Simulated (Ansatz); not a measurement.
BaTe (rocksalt), relaxed with r2SCAN: it is cubic, Fm-3m (No. 225); a = 7.065 Å in the conventional setting, 44.08 Å³ an atom. Around Ba lie 6 Te at 3.53 Å; around Te lie 6 Ba at 3.53 Å. One-shot G0W0@PBE in Ansatz 0.2.0 on a 4×4×4 mesh (contour deformation, no spin-orbit coupling), from a PBE gap of 1.650 eV over the mesh points (the G0W0 gap is indirect on the mesh); the number N of bands summed and the screening cutoff rise together. No spin polarisation and no zero-point or thermal motion.

```tsv
N	cutoff (eV)	1000/N	G0W0 gap (eV)
156	80	6.410	2.551
344	140	2.907	2.674
```

Q: Lay a straight line in 1000/N through these rows.

A: The slope is -0.0351 eV per unit of 1000/N and the intercept 2.776 eV.

Q: Predict the gap at N = 622 (210 eV).

A: 2.776 + (-0.0351) × 1.608 = 2.720 eV; the run gives 2.720 eV, 0.000 eV from the line.

Q: With that run's result added, what limit do the last two rows suggest?

A: Their slope is (2.720 − 2.674)/(1.608 − 2.907) = -0.0354, which meets 1/N = 0 at 2.78 eV, against 2.776 eV from the first line. The two lines nearly agree; the k mesh isn't extrapolated.

Spin-orbit coupling is left out, which matters wherever the heavy atoms make up the band edges.
